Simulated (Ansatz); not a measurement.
Runs of Ansatz 0.2.0 on BAs. The structure is orthorhombic, space group Pmmm (No. 47). Conventional cell: a = 2.128 Å, b = 3.174 Å, c = 4.951 Å, α = 90.00°, β = 90.00°, γ = 90.00°. B (site symmetry mmm) has 2 B at 2.13 Å as nearest neighbours. Around As (site symmetry mmm) lie 2 As at 2.13 Å. The cell was built by a generator and needn't be a form met in nature.

| task | level | cell | cutoff (eV) | points for each segment of the path | gap on the mesh (eV) | pressure (GPa) | relaxed volume (Å³/atom) |
| --- | --- | --- | --- | --- | --- | --- | --- |
| band structure | HSEsol | as given | 420 | 4 | none | 4.4 | - |
| relaxation of cell and atoms | HSEsol | relaxed | 420 | - | none | 0.0 | (b) |
| single point | r2SCANh | as given | 500 | - | none | 6.5 | - |
| relaxation of cell and atoms | HSE03 | relaxed | 420 | - | none | 0.0 | 12.57 |
| single point | r2SCAN50 | as given | 500 | - | - | (a) | - |

Alike in all rows: potentials or basis Ansatz PAW; no spin polarisation; k mesh 6 × 4 × 3; smearing fermi-dirac 0.05 eV; the mesh is coarse, so values aren't converged.

**Question.** Fill in the values left out.

**Answer.** (a) 4.2; (b) 12.32.

Caveats: all runs use coarse meshes; the PAW data sets come from PBE, with cores solved anew for the run's functional, which leaves a small shift of forces and pressure; the thresholds are loose for stress (some runs); the volume moved by over 15 % at a fixed basis, so the end points are rough (some runs); the plane-wave basis is chosen anew once the cell has moved, so the energies of steps on either side of that aren't comparable (some runs).

A k mesh can miss the band edges, and the runs leave out spin-orbit coupling on As.

A gap of «none» marks a metal or a gap under the smearing width.
